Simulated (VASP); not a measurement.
# MoS2 (P-3m1) in VASP: notebook, part 2 of 2

VASP 6.6.1. Earlier steps stand in the parts before.

### 4 Single point, HSE06

Contents of POSCAR:

```
MoS2
1.0
    3.2274645616      0.0000000000      0.0000000000
   -1.6137322808      2.7950663001      0.0000000000
    0.0000000000      0.0000000000      6.3124734200
Mo S
1 2
Direct
    0.0000000000      0.0000000000      0.5000000000
    0.6666666667      0.3333333333      0.7446806800
    0.3333333333      0.6666666667      0.2553193200
```

Contents of INCAR.step1:

```
SYSTEM = MoS2
PREC = Accurate
ENCUT = 350
EDIFF = 1E-5
ISMEAR = 0
SIGMA = 0.01
LREAL = .FALSE.
LASPH = .TRUE.
NELM = 100
ALGO = Normal
ISIF = 2
LWAVE = .TRUE.
LCHARG = .FALSE.
NKRED = 1
NBANDS = 21
GGA = PE
```

Contents of INCAR.step2:

```
SYSTEM = MoS2
PREC = Accurate
ENCUT = 350
EDIFF = 1E-6
ISMEAR = 0
SIGMA = 0.01
LREAL = .FALSE.
LASPH = .TRUE.
NELM = 100
ALGO = Normal
ISIF = 2
LWAVE = .FALSE.
LCHARG = .FALSE.
GGA = PE
LHFCALC = .TRUE.
HFSCREEN = 0.2
PRECFOCK = Fast
NKRED = 1
NBANDS = 21
ISTART = 1
```

Contents of KPOINTS:

```
regular mesh
0
G
  6 6 3
  0 0 0
```

Potentials or basis: VASP PAW PBE potentials, release 64 (Mo_sv, S).

On the command line:

```bash
> cat potpaw_PBE.64/Mo_sv/POTCAR potpaw_PBE.64/S/POTCAR > POTCAR
> cp INCAR.step1 INCAR
> mpirun -np 1 vasp_std > vasp.out
> cp INCAR.step2 INCAR
> mpirun -np 1 vasp_std > vasp.out
```

OUTCAR:

```text
SYSTEM = MoS2
   PREC = Accurate
   ENCUT = 350
   EDIFF = 1E-6
   ISMEAR = 0
   LREAL = .FALSE.
   LASPH = .TRUE.
   NELM = 100
   ISIF = 2
   GGA = PE
   LHFCALC = .TRUE.
   HFSCREEN = 0.2
   PRECFOCK = Fast
   NKRED = 1
   ISTART = 1

 Found     17 irreducible k-points:

 Following reciprocal coordinates:
            Coordinates               Weight
  0.000000  0.000000  0.000000      1.000000
  0.166667  0.000000  0.000000      6.000000
  0.333333  0.000000  0.000000      6.000000
  0.500000  0.000000  0.000000      3.000000
  0.166667  0.166667  0.000000      6.000000
  0.333333  0.166667  0.000000     12.000000
   k-points           NKPTS =     17   k-points in BZ     NKDIM =    108   number of bands    NBANDS=     21
   number of dos      NEDOS =    301   number of ions     NIONS =      3
   total plane-waves  NPLWV =  16000
   dimension x,y,z NGX =    20 NGY =   20 NGZ =   40
   dimension x,y,z NGXF=    40 NGYF=   40 NGZF=   80
   ions per type =               1   2
   NGX,Y,Z   is equivalent  to a cutoff of  10.30, 10.30, 10.53 a.u.
   NGXF,Y,Z  is equivalent  to a cutoff of  20.60, 20.60, 21.07 a.u.
 SYSTEM =  MoS2
[... 62 lines left out ...]
  free energy    TOTEN  =       -25.20414694 eV

  energy without entropy =      -25.20414694  energy(sigma->0) =      -25.20414694

 E-fermi :   6.6395     XC(G=0):  -8.6156

 val. band max:        6.3854082079   @ k =   0.0000   0.0000   0.3333
 cond. band min:       7.0323062731   @ k =   0.1667   0.1667   0.3333
 fundamental gap:      0.6468980652
 Fermi energy:         6.6395164212

 k-point     1 :       0.0000    0.0000    0.0000
  band No.  band energies     occupation
      1     -59.3449      2.00000
      2     -31.9307      2.00000
      3     -31.9008      2.00000
      4     -31.9008      2.00000
      5      -9.9217      2.00000
      6      -8.3112      2.00000
[... 133 lines left out ...]
     20      16.0732      0.00000
     21      17.1055      0.00000

 [... further k-points ...]

------------------------ aborting loop because EDIFF is reached ----------------------------------------

  FORCE on cell =-STRESS in cart. coord.  units (eV):
  Direction    XX          YY          ZZ          XY          YZ          ZX
  --------------------------------------------------------------------------------------
  -------------------------------------------------------------------------------------
  Total       -1.7329398     -1.7329398     -0.6444112      0.0000000      0.0000000      0.0000000
  in kB      -48.7574414    -48.7574414    -18.1309475      0.0000000      0.0000000      0.0000000
  external PRESSURE =     -38.5486101 kB  Pullay stress =       0.0000000 kB

 VOLUME and BASIS-vectors are now :
 -----------------------------------------------------------------------------
  energy-cutoff  :      350.00
  volume of cell :       56.94
      direct lattice vectors                 reciprocal lattice vectors
     3.227464562  0.000000000  0.000000000     0.309840737  0.178886633  0.000000000
    -1.613732281  2.795066300  0.000000000     0.000000000  0.357773266  0.000000000
     0.000000000  0.000000000  6.312473420     0.000000000  0.000000000  0.158416509

 POSITION                                       TOTAL-FORCE (eV/Angst)
 -----------------------------------------------------------------------------------
      0.00000      0.00000      3.15624         0.000000      0.000000      0.000000
      1.61373      0.93169      4.70078        -0.000000      0.000000     -0.260058
     -0.00000      1.86338      1.61170         0.000000      0.000000      0.260058
 -----------------------------------------------------------------------------------
    total drift:                               -0.000000     -0.000000     -0.000000

  FREE ENERGIE OF THE ION-ELECTRON SYSTEM (eV)
  ---------------------------------------------------
  free  energy   TOTEN  =       -25.2041469373 eV

  energy  without entropy=      -25.2041469373  energy(sigma->0) =      -25.20414694
```

OSZICAR.step1:

```text
N       E                     dE             d eps       ncg     rms          rms(c)
DAV:   1     0.129789107069E+03    0.12979E+03   -0.12658E+04   818   0.862E+02
DAV:   2    -0.180723011650E+02   -0.14786E+03   -0.14440E+03   876   0.251E+02
DAV:   3    -0.226508451738E+02   -0.45785E+01   -0.45404E+01   898   0.417E+01
DAV:   4    -0.227014533760E+02   -0.50608E-01   -0.50586E-01   848   0.462E+00
DAV:   5    -0.227023283359E+02   -0.87496E-03   -0.87492E-03   901   0.566E-01    0.225E+01
DAV:   6    -0.215658670690E+02    0.11365E+01   -0.15004E+01   729   0.202E+01    0.936E+00
DAV:   7    -0.211734169199E+02    0.39245E+00   -0.60290E+00   729   0.122E+01    0.589E+00
DAV:   8    -0.210302252172E+02    0.14319E+00   -0.77153E-01   809   0.458E+00    0.175E+00
DAV:   9    -0.210321679945E+02   -0.19428E-02   -0.26848E-02   839   0.949E-01    0.631E-01
DAV:  10    -0.210306946774E+02    0.14733E-02   -0.14893E-02   829   0.705E-01    0.143E-01
DAV:  11    -0.210306225858E+02    0.72092E-04   -0.66688E-04   834   0.161E-01    0.604E-02
DAV:  12    -0.210305893969E+02    0.33189E-04   -0.13781E-04   869   0.676E-02    0.379E-02
DAV:  13    -0.210306116895E+02   -0.22293E-04   -0.62531E-05   804   0.454E-02    0.122E-02
DAV:  14    -0.210306114093E+02    0.28017E-06   -0.48811E-06   562   0.129E-02
   1 F= -.21030611E+02 E0= -.21030611E+02  d E =-.343523E-13
```

Run time: 8.4 min. Hardware: 1 thread of AMD EPYC 9R45 (Zen 5), shared host; peak memory 0.22 GiB.

The run converged, but some of its settings lie outside the range that counts as converged, so its numbers aren't taken as properties of the crystal.

Results:

```
Free energy            : -25.2041 eV
Pressure               : -3.9 GPa
Largest force          : 0.260 eV/Å
Band gap on the k mesh : none (metal or under the smearing width)
```

Caveat: the k mesh is coarse (spacing up to 0.37 Å⁻¹), so the values aren't converged, least of all with exact exchange; the PAW data sets were made with another functional, which shifts forces and pressure a little; this functional lacks dispersion, which binds the layers, so the pressure and a relaxed spacing across them are unreliable.

### 5 Single point, HSE06

POSCAR is that of step 4.

INCAR.step1, as its differences from that of step 4:

```diff
@@ -2,3 +2,3 @@
 PREC = Accurate
-ENCUT = 350
+ENCUT = 400
 EDIFF = 1E-5
```

INCAR.step2, as its differences from that of step 4:

```diff
@@ -2,3 +2,3 @@
 PREC = Accurate
-ENCUT = 350
+ENCUT = 400
 EDIFF = 1E-6
```

Contents of KPOINTS:

```
regular mesh
0
G
  7 7 3
  0 0 0
```

Potentials or basis: VASP PAW PBE potentials, release 64 (Mo_sv, S).

On the command line:

```bash
> cat potpaw_PBE.64/Mo_sv/POTCAR potpaw_PBE.64/S/POTCAR > POTCAR
> cp INCAR.step1 INCAR
> mpirun -np 1 vasp_std > vasp.out
> cp INCAR.step2 INCAR
> mpirun -np 1 vasp_std > vasp.out
```

OUTCAR:

```text
SYSTEM = MoS2
   PREC = Accurate
   ENCUT = 400
   EDIFF = 1E-6
   ISMEAR = 0
   LREAL = .FALSE.
   LASPH = .TRUE.
   NELM = 100
   ISIF = 2
   GGA = PE
   LHFCALC = .TRUE.
   HFSCREEN = 0.2
   PRECFOCK = Fast
   NKRED = 1
   ISTART = 1

 Found     20 irreducible k-points:

 Following reciprocal coordinates:
            Coordinates               Weight
[... 233 lines left out ...]
 [... further k-points ...]

------------------------ aborting loop because EDIFF is reached ----------------------------------------

  FORCE on cell =-STRESS in cart. coord.  units (eV):
  Direction    XX          YY          ZZ          XY          YZ          ZX
  --------------------------------------------------------------------------------------
  -------------------------------------------------------------------------------------
  Total       -1.5527634     -1.5527634     -0.6393228      0.0000000      0.0000000      0.0000000
  in kB      -43.6880552    -43.6880552    -17.9877821      0.0000000      0.0000000      0.0000000
  external PRESSURE =     -35.1212975 kB  Pullay stress =       0.0000000 kB

 VOLUME and BASIS-vectors are now :
 -----------------------------------------------------------------------------
  energy-cutoff  :      400.00
  volume of cell :       56.94
      direct lattice vectors                 reciprocal lattice vectors
     3.227464562  0.000000000  0.000000000     0.309840737  0.178886633  0.000000000
    -1.613732281  2.795066300  0.000000000     0.000000000  0.357773266  0.000000000
     0.000000000  0.000000000  6.312473420     0.000000000  0.000000000  0.158416509

 POSITION                                       TOTAL-FORCE (eV/Angst)
 -----------------------------------------------------------------------------------
      0.00000      0.00000      3.15624         0.000000      0.000000      0.000000
      1.61373      0.93169      4.70078        -0.000000      0.000000     -0.246683
     -0.00000      1.86338      1.61170         0.000000      0.000000      0.246683
 -----------------------------------------------------------------------------------
    total drift:                               -0.000000      0.000000     -0.000000

  FREE ENERGIE OF THE ION-ELECTRON SYSTEM (eV)
  ---------------------------------------------------
  free  energy   TOTEN  =       -25.1491811297 eV

  energy  without entropy=      -25.1487205668  energy(sigma->0) =      -25.14895085
```

OSZICAR.step1:

```text
N       E                     dE             d eps       ncg     rms          rms(c)
DAV:   1     0.151772761918E+03    0.15177E+03   -0.13243E+04   928   0.950E+02
DAV:   2    -0.167717329850E+02   -0.16854E+03   -0.16430E+03  1006   0.271E+02
DAV:   3    -0.226181576735E+02   -0.58464E+01   -0.57936E+01  1070   0.475E+01
DAV:   4    -0.226824868264E+02   -0.64329E-01   -0.64212E-01  1035   0.529E+00
DAV:   5    -0.226835786178E+02   -0.10918E-02   -0.10917E-02  1086   0.650E-01    0.226E+01
DAV:   6    -0.215989378295E+02    0.10846E+01   -0.15396E+01   880   0.204E+01    0.955E+00
DAV:   7    -0.211709820531E+02    0.42796E+00   -0.70183E+00   870   0.129E+01    0.615E+00
DAV:   8    -0.209950226312E+02    0.17596E+00   -0.91849E-01   970   0.500E+00    0.180E+00
DAV:   9    -0.209970928332E+02   -0.20702E-02   -0.30511E-02   980   0.105E+00    0.663E-01
DAV:  10    -0.209953754936E+02    0.17173E-02   -0.16252E-02   970   0.727E-01    0.157E-01
DAV:  11    -0.209953446977E+02    0.30796E-04   -0.63619E-04  1015   0.159E-01    0.643E-02
DAV:  12    -0.209953001850E+02    0.44513E-04   -0.16539E-04  1005   0.722E-02    0.396E-02
DAV:  13    -0.209953182568E+02   -0.18072E-04   -0.56089E-05   945   0.439E-02    0.109E-02
DAV:  14    -0.209953181956E+02    0.61184E-07   -0.33346E-06   665   0.111E-02
   1 F= -.20995318E+02 E0= -.20995088E+02  d E =-.460563E-03
```

Wall time 14 min (1 thread of AMD EPYC 9R45 (Zen 5), shared host); peak memory 0.24 GiB.

The run converged, but some of its settings lie outside the range that counts as converged, so its numbers aren't taken as properties of the crystal.

Results:

```
Free energy            : -25.1492 eV
Pressure               : -3.5 GPa
Largest force          : 0.247 eV/Å
Band gap on the k mesh : none (metal or under the smearing width)
```

Caveat: the PAW data sets were made with another functional, which shifts forces and pressure a little; this functional lacks dispersion, which binds the layers, so the pressure and a relaxed spacing across them are unreliable.

### 6 The reference run

An earlier run on the cell as given: functional PBE; potentials or basis VASP PAW PBE potentials, release 64 (Mo_sv, S); cutoff 520 eV; k mesh 9 × 9 × 4; occupations fermi-dirac, width 0.05 eV; no spin polarisation.

- Pressure: 1.0 GPa
- Largest force: 0.276 eV/Å
- Band gap on the k mesh: none (metal or under the smearing width)
